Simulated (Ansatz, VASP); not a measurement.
## One calculation of Cd3Se, two programs

INCAR

```
SYSTEM = Cd3Se
  ALGO = Normal
  EDIFF = 1E-7
  ENCUT = 520
  GGA = PE
  ISIF = 2
  ISMEAR = -1
  LASPH = .TRUE.
  LCHARG = .FALSE.
  LREAL = .FALSE.
  LWAVE = .FALSE.
  NBANDS = 29
  NELM = 80
  PREC = Accurate
  SIGMA = 0.05
```

Contents of KPOINTS:

```
k-points
0
G
  9 9 9
  0 0 0
```

Contents of POSCAR:

```
Cd3Se
1.0
   -2.0133691727      2.0133691727      6.0048120774
    2.0133691727     -2.0133691727      6.0048120774
    2.0133691727      2.0133691727     -6.0048120774
Cd Se
3 1
Direct
    0.5000000000      0.5000000000      0.0000000000
    0.2500000000      0.7500000000      0.5000000000
    0.7500000000      0.2500000000      0.5000000000
    0.0000000000      0.0000000000      0.0000000000
```

input.yaml

```yaml
crystal:
  lattice:
    - [-2.0133691727, 2.0133691727, 6.0048120774]
    - [2.0133691727, -2.0133691727, 6.0048120774]
    - [2.0133691727, 2.0133691727, -6.0048120774]
  atoms:
    - { symbol: Cd, position: [0.5, 0.5, 0.0] }
    - { symbol: Cd, position: [0.25, 0.75, 0.5] }
    - { symbol: Cd, position: [0.75, 0.25, 0.5] }
    - { symbol: Se, position: [0.0, 0.0, 0.0] }
hamiltonian:
  xc: pbe
  pseudopotentials: { kind: paw }
kpoints:
  mp_grid: { grid: [9, 9, 9] }
scf:
  occupations: { method: fermi_dirac, width: 0.05 }
output:
  forces: true
  stress: true
  eigenvalues: true
  write_density: true
  write_potential: true
  elf: true
  volumetric_format: npy
```

Change from the starting cell: volume scaled by 0.96.

Alike in both runs: task single point; functional PBE; k mesh 9 × 9 × 9; occupations fermi-dirac, width 0.05 eV; no spin polarisation.

|  | VASP | Ansatz |
| --- | --- | --- |
| version | VASP 6.6.1 | Ansatz 0.2.0 |
| potentials or method | VASP PAW PBE potentials, release 64 (Cd, Se) | Ansatz PAW |
| plane-wave cutoff (eV) | 520 | 420 |
| valence electrons in the cell | 42 | 76 |

```tsv
	VASP	Ansatz	Ansatz less VASP
gap on the k mesh at the Fermi level (eV)	none	none	-
pressure (GPa)	1.5	1.2	-0.28
largest component of the traceless stress (GPa)	0.06	0.11	+0.047
```

A gap of «none» marks a metal or a gap that the smearing closes. The two sets of potentials don't hold the same shells in valence.
